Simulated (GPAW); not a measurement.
Crystal: MgS (Niningerite).

```
CELL_PARAMETERS angstrom
0.00000 2.60165 2.60165
2.60165 0.00000 2.60165
2.60165 2.60165 0.00000
ATOMIC_POSITIONS crystal
S 0.50000 0.50000 0.50000
Mg 0.00000 0.00000 0.00000
```

Base run:

| Property | Result |
| --- | --- |
| Program | GPAW 26.7.0 |
| Functional | LDA |
| Potentials or basis | the program's PAW data sets (release 1.2.1) made for this functional |
| Cutoff | 600 eV |
| Basis | pw |
| k mesh | 7 × 7 × 7 |
| Occupations | fermi-dirac, width 0.05 eV |
| Spin | no spin polarisation |

Its results: band gap on the k mesh 2.78 eV, indirect (least direct gap 3.48 eV); pressure -3.3 GPa.

**Question.** The run is repeated on the same cell with these changes: functional from LDA to PBE; potentials or basis from the program's PAW data sets (release 1.2.1) made for this functional to GPAW PAW data sets (gpaw-data 1.2.1). What comes out?

**Answer.** Band gap on the k mesh 3.01 eV, indirect (least direct gap 3.72 eV); pressure 1.0 GPa.

Caveats: the cutoff is short for stress and forces, so pressures can be off by a GPa or more; an odd mesh through Γ misses points on the zone boundary, where band edges often lie.
